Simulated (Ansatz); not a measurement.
## What strain does to CaO (wurtzite)

CaO in the wurtzite structure (no longer in that coordination), relaxed with r2SCAN in the PAW code Ansatz. The symmetry is P6_3/mmc (No. 194, hexagonal); a = 3.981 Å, c = 4.770 Å in the conventional setting, 16.37 Å³ an atom. Ca is surrounded by 5 O at 2.30–2.39 Å; O is surrounded by 5 Ca at 2.30–2.39 Å. The cell started from the wurtzite prototype, but the relaxation took it to the higher symmetry P6_3/mmc (No. 194), so the name no longer describes it.

The axes x, y and z are those of this cell:
```xyz
4
Lattice="3.9808 0.0000 0.0000 -1.9904 3.4475 0.0000 0.0000 0.0000 4.7704" Properties=species:S:1:pos:R:3 pbc="T T T"
Ca    0.0000    2.2983   -0.2982
Ca    1.9904    1.1492    2.0871
O     0.0000    2.2983    2.0871
O     1.9904    1.1492    4.4723
```

Unstrained: The PBE gap is direct at Γ: 3.206 eV. r2SCAN gives a direct gap of 3.633 eV at Γ. HSE06 gives a direct gap of 4.579 eV at Γ. Meshes: PBE 12×12×6, r2SCAN 12×12×6, HSE06 6×6×4. Strains are changes of length per length, and xy shears are angles. After each strain the atoms were relaxed again with r2SCAN within the symmetry that the strain leaves, so tilts or polar shifts that break it weren't tested; points keep the names that they have in the unstrained zone. (Calculated; spin-unpolarised; the phase may be known or hypothetical.)

Changes of the least gap in eV (an overlap counts as a negative gap):
```
                                     strain  volume change (%)  space group     PBE  r2SCAN   HSE06  energy rise, r2SCAN (meV/atom)
           isotropic -2.5 % on every length               -7.3     P6_3/mmc  +0.267  +0.272  +0.303                            29.4
                    uniaxial -0.5 % along z               -0.5     P6_3/mmc  +0.002  +0.001  +0.007                             0.3
xy shear, engineering strain (angle) +2.5 %                0.0       P2_1/m  -0.001  +0.000  -0.001                             0.4
           isotropic -3.0 % on every length               -8.7     P6_3/mmc  +0.322  +0.327  +0.365                            43.0
```

Isotropic -2.5 % on every length. HSE06: the gap goes from 4.579 to 4.882 eV (+0.303 eV). Stress change with r2SCAN, compression positive: xx +8.04, yy +8.04, zz +9.14 GPa. For HSE06, dE_g/d ln V = -4.0 eV over this step.

Uniaxial -0.5 % along z, other directions held. HSE06: the gap goes from 4.579 to 4.586 eV (+0.007 eV). Stress change with r2SCAN, compression positive: xx +0.25, yy +0.25, zz +1.06 GPa.

Xy shear, engineering strain (angle) +2.5 %. HSE06: the gap goes from 4.579 to 4.578 eV (-0.001 eV). Stress change with r2SCAN, compression positive: xx -0.05, yy +0.01, zz -0.02, xy -0.35 GPa.

Isotropic -3.0 % on every length. HSE06: the gap goes from 4.579 to 4.944 eV (+0.365 eV). Stress change with r2SCAN, compression positive: xx +9.99, yy +9.99, zz +11.37 GPa. For HSE06, dE_g/d ln V = -4.0 eV over this step.

The meshes of the hybrids are coarse, so their gaps aren't converged to the digits shown.
